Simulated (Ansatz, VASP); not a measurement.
**W: VASP beside Ansatz**

The input INCAR:

```
PREC     = Accurate       # precision mode
ENCUT    = 520            # plane-wave cutoff, eV
EDIFF    = 1E-6           # SCF threshold, eV
ISMEAR   = 0              # smearing method
SIGMA    = 0.15           # smearing width, eV
LREAL    = F              # projectors in reciprocal space
LASPH    = T              # aspherical terms in the spheres
NELM     = 80             # most SCF steps
ALGO     = Normal         # electronic algorithm
ISIF     = 2              # what is computed and relaxed
LWAVE    = F              # write WAVECAR
LCHARG   = F              # write CHGCAR
GGA      = PE             # functional
NBANDS   = 13             # bands
```

File KPOINTS:

```
Automatic mesh
0
Gamma
  22 22 22
```

File POSCAR:

```
W
1.0
   -1.5918495849      1.5918495849      1.5918495849
    1.5918495849     -1.5918495849      1.5918495849
    1.5918495849      1.5918495849     -1.5918495849
W
1
Direct
    0.0000000000      0.0000000000      0.0000000000
```

Input for Ansatz:

```yaml
crystal:
  lattice:
    - [-1.5918495849, 1.5918495849, 1.5918495849]
    - [1.5918495849, -1.5918495849, 1.5918495849]
    - [1.5918495849, 1.5918495849, -1.5918495849]
  atoms:
    - { symbol: W, position: [0.0, 0.0, 0.0] }
basis:
  ecutwfc: 420
kpoints:
  mp_grid: { grid: [22, 22, 22] }
hamiltonian:
  xc: pbe
  pseudopotentials: { kind: paw, azcp: { folder: soft_1 } }
scf:
  occupations: { method: gaussian, width: 0.15 }
output:
  forces: true
  stress: true
  eigenvalues: true
  write_density: true
  write_potential: true
  elf: true
  volumetric_format: npy
```

Alike in both runs: task single point; functional PBE; k mesh 22 × 22 × 22; occupations gaussian, width 0.15 eV; no spin polarisation.

```csv
,VASP,Ansatz
version,VASP 6.6.1,Ansatz 0.2.0
potentials or method,"VASP PAW PBE potentials, release 64 (W_sv)","scalar-relativistic, plane waves, PAW"
plane-wave cutoff (eV),520,420
valence electrons in the cell,14,14
```

|  | VASP | Ansatz | Ansatz less VASP |
| --- | --- | --- | --- |
| gap on the k mesh at the Fermi level (eV) | none | none | - |
| pressure (GPa) | 0.6 | 0.2 | -0.45 |

A gap of «none» marks a metal or a gap that the smearing closes.

The runs have no spin-orbit coupling, so splittings on W are missing.
